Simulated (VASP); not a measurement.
# TaS2 (P-3m1) in VASP: a series of runs

Aim: see how the results for TaS2 move with the level of theory and the settings. Levels: PBE+TS, PBEsol+D3, PBEsol+D3(BJ), PBE. Tasks: relaxation of cell and atoms, single point.

Everything below comes from runs of VASP 6.6.1. Logs are shortened: lines on timing, memory, paths and dates and some standing lists are left out, and cuts for length are marked.

## Step 1: The structure

Symmetry: P-3m1, No. 164, trigonal system. The conventional cell has a = 3.350 Å, b = 3.350 Å, c = 5.860 Å, α = 90.00°, β = 90.00°, γ = 120.00°. Around Ta (site symmetry -3m) lie 6 S at 2.43 Å. S (site symmetry 3m) is surrounded by 3 Ta at 2.43 Å.

## Step 2: Relaxation of cell and atoms, PBE+TS

File INCAR:

```
ALGO = Normal
EDIFF = 1E-6
EDIFFG = -0.01
ENCUT = 600
GGA = PE
IBRION = 2
ISIF = 3
ISMEAR = -1
IVDW = 2
LASPH = True
LCHARG = False
LREAL = False
LWAVE = False
NELM = 80
NSW = 40
PREC = Accurate
SIGMA = 0.05
```

File KPOINTS:

```
k-points
0
Gamma
  9 9 5
```

File POSCAR:

```
TaS2
1.0
    3.3500000000      0.0000000000      0.0000000000
   -1.6750000000      2.9011851027      0.0000000000
    0.0000000000      0.0000000000      5.8600000000
Ta S
1 2
Direct
    0.0000000000      0.0000000000      0.0000000000
    0.6666666667      0.3333333333      0.7500000000
    0.3333333333      0.6666666667      0.2500000000
```

Potentials or basis: VASP PAW PBE potentials, release 64 (Ta_pv, S).

Started as:

```
cat potpaw_PBE.64/Ta_pv/POTCAR potpaw_PBE.64/S/POTCAR > POTCAR
mpirun -np 1 vasp_std > vasp.out
```

OUTCAR:

```text
EDIFF = 1E-6
   EDIFFG = -0.01
   ENCUT = 600
   GGA = PE
   IBRION = 2
   ISIF = 3
   ISMEAR = -1
   IVDW = 2
   LASPH = True
   LREAL = False
   NELM = 80
   NSW = 40
   PREC = Accurate
  IVDW =   2

 ion  position               nearest neighbor table
   1  0.000  0.000  0.000-   2 2.43   3 2.43   2 2.43   3 2.43   2 2.43   3 2.43
   2  0.667  0.333  0.750-   1 2.43   1 2.43   1 2.43
   3  0.333  0.667  0.250-   1 2.43   1 2.43   1 2.43

  LATTYP: Found a hexagonal cell.
 ALAT       =     3.3500000000
 C/A-ratio  =     1.7492537313

  Lattice vectors:

 A1 = (   3.3500000000,   0.0000000000,   0.0000000000)
 A2 = (  -1.6750000000,   2.9011851027,   0.0000000000)
 A3 = (   0.0000000000,   0.0000000000,   5.8600000000)

Analysis of symmetry for initial positions (statically):
=====================================================================
 Subroutine PRICEL returns:
 Original cell was already a primitive cell.

 Routine SETGRP: Setting up the symmetry group for a
 hexagonal supercell.

 Subroutine GETGRP returns: Found 12 space group operations
 (whereof 12 operations were pure point group operations)
 out of a pool of 24 trial point group operations.

The static configuration has the point symmetry D_3d.

Analysis of symmetry for dynamics (positions and initial velocities):
=====================================================================
 Subroutine PRICEL returns:
 Original cell was already a primitive cell.

 Routine SETGRP: Setting up the symmetry group for a
 hexagonal supercell.

 Subroutine GETGRP returns: Found 12 space group operations
 (whereof 12 operations were pure point group operations)
 out of a pool of 24 trial point group operations.

The dynamic configuration has the point symmetry D_3d.

 Subroutine INISYM returns: Found 12 space group operations
 (whereof 12 operations are pure point group operations),
 and found     1 'primitive' translations

----------------------------------------------------------------------------------------

                                     Primitive cell

  volume of cell :      56.9532

  direct lattice vectors                    reciprocal lattice vectors
     3.350000000  0.000000000  0.000000000     0.298507463  0.172343364  0.000000000
    -1.675000000  2.901185103  0.000000000     0.000000000  0.344686728  0.000000000
     0.000000000  0.000000000  5.860000000     0.000000000  0.000000000  0.170648464

  length of vectors
     3.350000000  3.350000000  5.860000000     0.344686728  0.344686728  0.170648464

  position of ions in fractional coordinates (direct lattice)
     0.000000000  0.000000000  0.000000000
     0.666666667  0.333333333  0.750000000
     0.333333333  0.666666667  0.250000000

  ion indices of the primitive-cell ions
   primitive index   ion index
                 1           1
                 2           2
                 3           3
[... 94 lines left out ...]
  Fermi-wavevector in a.u.,A,eV,Ry     =   1.210073  2.286706 19.922686  1.464276
  Thomas-Fermi vector in A             =   2.345631
   LORBIT       =      0    0 simple, 1 ext, 2 COOP (PROOUT), +10 PAW based schemes
   GGA     = PE    functional components
   LHFCALC =     F    Hartree Fock is set to
   AEXX    =    0.0000 exact exchange contribution
   IVDW    =     2    specifies the selected vdW correction
   LEPSILON=     F    determine dielectric tensor
   LRPA    =     F    only Hartree local field effects (RPA)
 conjugate gradient relaxation of ions
 non-spin polarized calculation
  energy-cutoff  :      600.00
  volume of cell :       56.95
 maximum number of plane-waves:      1931
 NGX is ok and might be reduce to    28
   NGX = 13   NGY = 13   NGZ = 23

--------------------------------------- Ionic step        1  -------------------------------------------

 number of electron      22.9999999 magnetization

 Free energy of the ion-electron system (eV)
  ---------------------------------------------------
  ext. energy  EPLUGINS =         0.00000000
  ---------------------------------------------------
  free energy    TOTEN  =       -23.02185718 eV

  energy without entropy =      -23.00688949  energy(sigma->0) =      -23.01437333

------------------------ aborting loop because EDIFF is reached ----------------------------------------

  Tkatchenko/Scheffler method for vdW energy calculation

  Number of pair interactions contributing to vdW energy:   55116
[... 114 lines left out ...]
  FREE ENERGIE OF THE ION-ELECTRON SYSTEM (eV)
  ---------------------------------------------------
  free  energy   TOTEN  =       -24.0009434999 eV

  energy  without entropy=      -23.9872750458  energy(sigma->0) =      -23.99410927

[... ionic steps 4 to 19 ...]

--------------------------------------- Ionic step       20  -------------------------------------------

 number of electron      22.9999998 magnetization

------------------------ aborting loop because EDIFF is reached ----------------------------------------
[... 81 lines left out ...]
--------------------------------------- Ionic step       22  -------------------------------------------

 number of electron      22.9999998 magnetization

 Free energy of the ion-electron system (eV)
  ---------------------------------------------------
  ext. energy  EPLUGINS =         0.00000000
  ---------------------------------------------------
  free energy    TOTEN  =       -23.08478661 eV

  energy without entropy =      -23.07226944  energy(sigma->0) =      -23.07852802

 E-fermi :   5.8735     XC(G=0): -10.7312

 val. band max:        5.8424847853   @ k =   0.2222   0.1111   0.0000
 cond. band min:       5.8989827976   @ k =   0.1111   0.1111   0.0000
 fundamental gap:      0.0564980123
 Fermi energy:         5.8734524902

 k-point     1 :       0.0000    0.0000    0.0000
  band No.  band energies     occupation
      1     -29.3910      2.00000
      2     -29.3755      2.00000
      3     -29.3755      2.00000
      4      -9.1263      2.00000
      5      -7.0631      2.00000
      6      -1.2115      2.00000
      7       2.0766      2.00000
      8       2.0766      2.00000
      9       4.8481      2.00000
     10       5.2740      1.99999
     11       5.2740      1.99999
     12       5.9043      0.70079
     13       6.0823      0.03021
     14       6.0823      0.03021
[... 401 lines left out ...]
      2     -29.4292      2.00000
      3     -29.3551      2.00000
      4      -7.9613      2.00000
      5      -7.0872      2.00000
      6       0.0207      2.00000
      7       0.9728      2.00000
      8       1.4887      2.00000
      9       2.2422      2.00000
     10       3.2055      2.00000
     11       4.0555      2.00000
     12       5.6269      1.98567
     13       7.3702      0.00000
     14       8.3611      0.00000
     15       9.3164      0.00000

 [... further k-points ...]

------------------------ aborting loop because EDIFF is reached ----------------------------------------

  Hirshfeld charges:
            ion         q(e)
   ------------------------------
      1     Ta       0.33327576
      2     S       -0.16663788
      3     S       -0.16663788

  Tkatchenko/Scheffler method for vdW energy calculation
[... 30 lines left out ...]
  FREE ENERGIE OF THE ION-ELECTRON SYSTEM (eV)
  ---------------------------------------------------
  free  energy   TOTEN  =       -24.0268429536 eV

  energy  without entropy=      -24.0143257888  energy(sigma->0) =      -24.02058437

 reached required accuracy - stopping structural energy minimisation
```

Run time: 6.1 min. Hardware: 1 thread of Intel Xeon Platinum 8488C (Sapphire Rapids), shared host; peak memory 0.24 GiB.

What came out:

```yaml
Free_energy: -24.0268 eV
Relaxed_volume: 18.61 Å³/atom
Relaxed_cell: a = 3.345 Å, b = 3.345 Å, c = 5.761 Å, α = 90.00°, β = 90.00°, γ = 120.00°
Space_group_after_relaxing_to_0.05_Å: P-3m1 (No. 164)
Energy_gained_by_relaxing: 35.9 meV/atom
Ionic_steps: 22
Pressure_after_relaxing: 0.0 GPa
Largest_force_after_relaxing: 0.006 eV/Å
Band_gap_on_the_k_mesh: none (metal or under the smearing width)
Hirshfeld_charges: Ta +0.33; S -0.17 e
Dispersion_energy_per_atom: -0.314 eV
```

Forces in eV/Å, atoms in the order of the input:
```
Ta   0.000  0.000  0.000
S    0.000  0.000 -0.006
S    0.000  0.000  0.006
```

Step by step:
```tsv
step	energy change (eV)	largest force (eV/Å)	pressure (GPa)	volume (Å³)
1	0.0000	1.2956	6.62	56.95
2	0.1457	1.4460	-11.26	63.65
3	-0.0819	0.1369	-1.35	59.36
4	-0.0820	0.2010	-0.92	59.21
5	-0.0918	0.1148	-0.52	58.59
6	-0.0934	0.0811	-0.36	58.36
7	-0.0931	0.0139	-0.04	57.88
8	-0.0938	0.0604	-0.26	58.20
9	-0.0953	0.1116	0.13	57.88
10	-0.0966	0.2383	1.10	57.11
11	-0.0970	0.2356	1.09	57.08
12	-0.0980	0.2284	1.05	56.99
13	-0.0998	0.2146	0.97	56.80
14	-0.1030	0.1857	0.84	56.43
15	-0.1063	0.1241	0.64	55.68
16	-0.1064	0.1153	0.62	55.59
17	-0.1074	0.0498	0.14	55.79
18	-0.1075	0.0381	0.06	55.83
19	-0.1076	0.0141	-0.12	55.90
20	-0.1076	0.0119	-0.12	55.91
21	-0.1077	0.0106	-0.11	55.89
22	-0.1078	0.0064	-0.01	55.83
```

Final structure:
```
Ta S
1.0
     3.34512    0.00000    0.00000
    -1.67256    2.89696    0.00000
     0.00000    0.00000    5.76095
Ta S
1 2
Direct
  0.00000 0.00000 0.00000
  0.66667 0.33333 0.73246
  0.33333 0.66667 0.26754
```

Levels at points of the mesh, in eV from the Fermi level:
```tsv
k point	band 10	band 11	band 12	band 13	band 14	band 15
(0.00, 0.00, 0.00)	-0.60	-0.60	0.03	0.21	0.21	3.68
```

Caveat: atom-pairwise D2, TS and ULG terms overbind metals. The run has no spin-orbit coupling, so splittings on Ta are missing.

## Step 3: Relaxation of cell and atoms, PBEsol+D3

File INCAR:

```
PREC     = Accurate       # precision mode
ENCUT    = 600            # plane-wave cutoff, eV
EDIFF    = 1E-6           # SCF threshold, eV
ISMEAR   = -1             # smearing method
SIGMA    = 0.05           # smearing width, eV
LREAL    = False          # projectors in reciprocal space
LASPH    = True           # aspherical terms in the spheres
NELM     = 80             # most SCF steps
ALGO     = Normal         # electronic algorithm
ISIF     = 3              # what is computed and relaxed
LWAVE    = False          # write WAVECAR
LCHARG   = False          # write CHGCAR
GGA      = PS             # functional
IVDW     = 11             # dispersion correction
IBRION   = 2              # ionic algorithm
NSW      = 60             # ionic steps
EDIFFG   = -0.01          # ionic threshold
```

File KPOINTS:

```
Automatic mesh
0
Gamma
  9 9 5
```

POSCAR is that of step 2.

Potentials or basis: VASP PAW PBE potentials, release 64 (Ta_pv, S).

Started as:

```
cat potpaw_PBE.64/Ta_pv/POTCAR potpaw_PBE.64/S/POTCAR > POTCAR
mpirun -np 1 vasp_std > vasp.out
```

Wall time 6.4 min (1 thread of Intel Xeon Platinum 8488C (Sapphire Rapids), shared host); peak memory 0.26 GiB.

It converged, with:

```yaml
Free_energy: -25.2210 eV
Relaxed_volume: 17.89 Å³/atom
Relaxed_cell: a = 3.301 Å, b = 3.301 Å, c = 5.686 Å, α = 90.00°, β = 90.00°, γ = 120.00°
Space_group_after_relaxing_to_0.05_Å: P-3m1 (No. 164)
Energy_gained_by_relaxing: 30.6 meV/atom
Ionic_steps: 25
Pressure_after_relaxing: 0.1 GPa
Largest_force_after_relaxing: 0.005 eV/Å
Band_gap_on_the_k_mesh: none (metal or under the smearing width)
Dispersion_energy_per_atom: -0.220 eV
```

Forces in eV/Å, atoms in the order of the input:
```
Ta   0.000  0.000  0.000
S    0.000  0.000 -0.005
S    0.000  0.000  0.005
```

Step by step:
| step | energy change (eV) | largest force (eV/Å) | pressure (GPa) | volume (Å³) |
| --- | --- | --- | --- | --- |
| 1 | 0.0000 | 1.0486 | 3.04 | 56.95 |
| 2 | 0.0277 | 0.7836 | -7.99 | 59.95 |
| 3 | -0.0425 | 0.2015 | -2.20 | 58.24 |
| 4 | -0.0659 | 0.1053 | -0.95 | 56.91 |
| 5 | -0.0673 | 0.0761 | -0.56 | 56.53 |
| 6 | -0.0711 | 0.2345 | 0.53 | 55.94 |
| 7 | -0.0716 | 0.3133 | 1.09 | 55.65 |
| 8 | -0.0732 | 0.3054 | 1.01 | 55.59 |
| 9 | -0.0776 | 0.2853 | 0.81 | 55.38 |
| 10 | -0.0839 | 0.2437 | 0.43 | 54.96 |
| 11 | -0.0854 | 0.1530 | -0.13 | 54.10 |
| 12 | -0.0867 | 0.1959 | 0.09 | 54.45 |
| 13 | -0.0890 | 0.0845 | -0.44 | 54.44 |
| 14 | -0.0898 | 0.0376 | -1.02 | 54.43 |
| 15 | -0.0913 | 0.0193 | -0.44 | 54.07 |
| 16 | -0.0915 | 0.0101 | -0.14 | 53.89 |
| 17 | -0.0916 | 0.0143 | -0.01 | 53.86 |
| 18 | -0.0916 | 0.0244 | 0.04 | 53.85 |
| 19 | -0.0917 | 0.0204 | 0.00 | 53.86 |
| 20 | -0.0917 | 0.0146 | -0.08 | 53.87 |
| 21 | -0.0917 | 0.0165 | -0.04 | 53.83 |
| 22 | -0.0918 | 0.0220 | 0.08 | 53.72 |
| 23 | -0.0918 | 0.0238 | 0.13 | 53.69 |
| 24 | -0.0918 | 0.0190 | 0.08 | 53.68 |
| 25 | -0.0918 | 0.0054 | 0.05 | 53.66 |

Final structure:
```
Ta S
1.0
     3.30113    0.00000    0.00000
    -1.65057    2.85886    0.00000
     0.00000    0.00000    5.68563
Ta S
1 2
Direct
  0.00000 0.00000 0.00000
  0.66667 0.33333 0.72847
  0.33333 0.66667 0.27153
```

Levels at points of the mesh, in eV from the Fermi level:
| k point | band 8 | band 9 | band 10 | band 11 | band 12 | band 13 | band 14 | band 15 |
| --- | --- | --- | --- | --- | --- | --- | --- | --- |
| (0.00, 0.00, 0.00) | -3.76 | -0.87 | -0.43 | -0.43 | -0.09 | 0.26 | 0.26 | 3.75 |

Caveat: the PAW data sets were made with another functional, which shifts forces and pressure a little. The run has no spin-orbit coupling, so splittings on Ta are missing.

(Continued in part 2 of 3.)
